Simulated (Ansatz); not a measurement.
## GaAs: eigenvalues along the path

```yaml
crystal:
  lattice:
    - [0.00000, 2.80788, 2.80788]
    - [2.80788, 0.00000, 2.80788]
    - [2.80788, 2.80788, 0.00000]
  atoms:
    - { symbol: Ga, position: [0.00000, 0.00000, 0.00000] }
    - { symbol: As, position: [0.75000, 0.75000, 0.75000] }
```

Atom numbers follow the list: Ga1, As2.

The cell is COD entry 9008845, as deposited and not checked against the literature; nothing was relaxed. The listed cell was then made from it by scaling, straining or moving an atom.

Theory: Ansatz 0.2.0, DFT, PBE, all-electron LAPW, scalar-relativistic.

The runs use a Γ-centred 11×11×11 k mesh, Fermi–Dirac smearing of 0.05 eV, basis error target 0.5 meV/atom, no spin polarisation.

Path points, in fractions of the reciprocal vectors: Γ (0.000, 0.000, 0.000), X (-0.500, -0.500, 0.000), U (-0.375, -0.375, 0.250), K (-0.375, 0.000, 0.375), L (0.000, 0.000, 0.500), W (-0.500, -0.250, 0.250). Levels in eV from the valence-band top; bands 14 to 25, counted from the lowest band of the run. The gap is 0.67 eV, direct at Γ.

```
# k(1/Å) point b14 b15 b16 b17 b18 b19 b20 b21 b22 b23 b24 b25
0.000 Γ -14.81 -14.81 -14.81 -14.73 -14.73 -12.87 0.00 0.00 0.00 0.67 3.75 3.75
0.224 - -14.83 -14.81 -14.81 -14.73 -14.73 -12.71 -1.52 -0.47 -0.47 2.13 3.27 4.42
0.448 - -14.86 -14.79 -14.79 -14.74 -14.72 -12.25 -3.26 -1.33 -1.33 2.32 3.39 5.86
0.671 - -14.90 -14.78 -14.78 -14.75 -14.72 -11.54 -4.89 -2.09 -2.09 1.70 2.96 7.56
0.895 - -14.92 -14.76 -14.76 -14.75 -14.72 -10.73 -6.27 -2.58 -2.58 1.40 2.10 9.28
1.119 X -14.93 -14.76 -14.76 -14.76 -14.71 -10.28 -6.90 -2.75 -2.75 1.43 1.65 10.34
1.198 - -14.93 -14.76 -14.76 -14.75 -14.72 -10.28 -6.89 -2.85 -2.73 1.51 1.78 10.11
1.277 - -14.93 -14.76 -14.76 -14.75 -14.72 -10.27 -6.87 -3.12 -2.67 1.59 2.25 9.62
1.356 - -14.93 -14.77 -14.76 -14.75 -14.72 -10.27 -6.83 -3.45 -2.59 1.69 2.95 9.08
1.435 - -14.93 -14.77 -14.76 -14.75 -14.72 -10.28 -6.78 -3.74 -2.47 1.81 3.78 8.55
1.514 U -14.92 -14.77 -14.77 -14.74 -14.72 -10.32 -6.71 -3.96 -2.32 1.96 4.69 8.07
1.651 - -14.92 -14.78 -14.77 -14.74 -14.72 -10.35 -6.66 -3.96 -2.45 2.45 5.15 6.84
1.788 - -14.92 -14.78 -14.77 -14.74 -14.72 -10.38 -6.61 -3.85 -2.74 3.51 4.98 5.94
1.926 - -14.92 -14.78 -14.77 -14.74 -14.72 -10.38 -6.61 -3.85 -2.74 3.51 4.98 5.94
2.063 - -14.92 -14.78 -14.77 -14.74 -14.72 -10.35 -6.66 -3.96 -2.45 2.45 5.15 6.84
2.200 K -14.92 -14.77 -14.77 -14.74 -14.72 -10.32 -6.71 -3.96 -2.32 1.96 4.69 8.07
2.437 - -14.91 -14.78 -14.78 -14.73 -14.73 -10.71 -6.29 -3.94 -1.72 2.49 6.07 6.59
2.674 - -14.89 -14.79 -14.79 -14.73 -14.73 -11.44 -5.30 -3.11 -1.02 2.84 5.33 5.37
2.912 - -14.86 -14.80 -14.80 -14.73 -14.73 -12.18 -3.75 -1.85 -0.43 2.58 4.35 4.45
3.149 - -14.83 -14.81 -14.81 -14.73 -14.73 -12.69 -1.81 -0.58 -0.09 1.90 3.82 3.92
3.386 Γ -14.81 -14.81 -14.81 -14.73 -14.73 -12.87 0.00 0.00 0.00 0.67 3.75 3.75
3.580 - -14.82 -14.81 -14.81 -14.73 -14.73 -12.75 -1.49 -0.16 -0.16 1.59 3.99 3.99
3.774 - -14.85 -14.80 -14.80 -14.73 -14.73 -12.40 -3.31 -0.52 -0.52 1.67 4.46 4.46
3.968 - -14.87 -14.80 -14.80 -14.73 -14.73 -11.88 -4.97 -0.86 -0.86 1.37 4.71 4.71
4.161 - -14.89 -14.79 -14.79 -14.72 -14.72 -11.32 -6.23 -1.09 -1.09 1.14 4.69 4.69
4.355 L -14.90 -14.79 -14.79 -14.72 -14.72 -11.05 -6.74 -1.17 -1.17 1.06 4.65 4.65
4.513 - -14.90 -14.79 -14.79 -14.73 -14.72 -10.99 -6.70 -1.84 -1.31 1.73 4.44 4.96
4.672 - -14.91 -14.79 -14.78 -14.73 -14.72 -10.81 -6.61 -2.87 -1.71 2.69 4.18 5.90
4.830 - -14.91 -14.78 -14.77 -14.74 -14.72 -10.57 -6.56 -3.61 -2.30 3.45 4.26 6.49
4.988 - -14.92 -14.78 -14.77 -14.74 -14.72 -10.33 -6.63 -3.82 -2.96 4.09 4.69 5.77
5.146 W -14.92 -14.78 -14.76 -14.74 -14.72 -10.22 -6.71 -3.63 -3.43 4.72 4.73 5.48
5.258 - -14.92 -14.78 -14.76 -14.74 -14.72 -10.23 -6.73 -3.55 -3.38 3.93 4.10 6.38
5.370 - -14.92 -14.77 -14.76 -14.75 -14.72 -10.24 -6.78 -3.35 -3.23 2.98 3.20 7.63
5.482 - -14.93 -14.76 -14.76 -14.75 -14.72 -10.26 -6.84 -3.09 -3.02 2.18 2.41 8.87
5.594 - -14.93 -14.76 -14.76 -14.75 -14.72 -10.28 -6.89 -2.85 -2.83 1.63 1.86 9.91
5.706 X -14.93 -14.76 -14.76 -14.76 -14.71 -10.28 -6.90 -2.75 -2.75 1.43 1.65 10.34
```
